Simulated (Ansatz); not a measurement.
The elements of this relaxed trial crystal are hidden behind letters.

```
lattice vectors (Å)
  -4.2804    4.2804    2.6263
   4.2804   -4.2804    2.6263
   4.2804    4.2804   -2.6263
fractional positions
X 0.6432 0.1432 0.7864
X 0.3568 0.8568 0.2136
X 0.8568 0.6432 0.5000
X 0.1432 0.3568 0.5000
Z 0.3487 0.1513 0.5000
Z 0.6513 0.8487 0.5000
Z 0.1513 0.6513 0.8027
Z 0.8487 0.3487 0.1973
```

Method: Ansatz, DFT PBE, scalar-relativistic, plane waves, PAW. Cutoff 420 eV, Γ-centred 6×6×6 mesh (8-atom cell), Gaussian smearing of 0.02 eV, no spin polarisation.

* Space group: I4/mcm (No. 140)
* Conventional cell: a = 8.561 Å, c = 5.253 Å
* Volume per atom: 24.06 Å³
* Density: 1.95 g/cm³
* Formation energy: −1.365 eV/atom
* Gap on the 6×6×6 mesh of the 8-atom cell: 2.94 eV

Energies are uncorrected and count from the elements' standard states at the same level.

Question: X is an s-block element of period 3 and Z is a p-block element of period 3. Which elements are they?

Answer: X = Mg, Z = S, so the formula is MgS. Density times volume gives a mean mass of 1.95 × 24.06/1.6605 = 28.3 u per atom, and this set has 28.2 u. Among the elements that the hints allow, noble gases aside, only these give it. Around Mg lie 5 S at 2.49–2.63 Å; around S lie 5 Mg at 2.49–2.63 Å.

Kohn–Sham gaps at this level usually fall short of measured ones. A later test with randomly moved atoms came back to the same energy, though modes that don't fit the test's cell weren't probed.
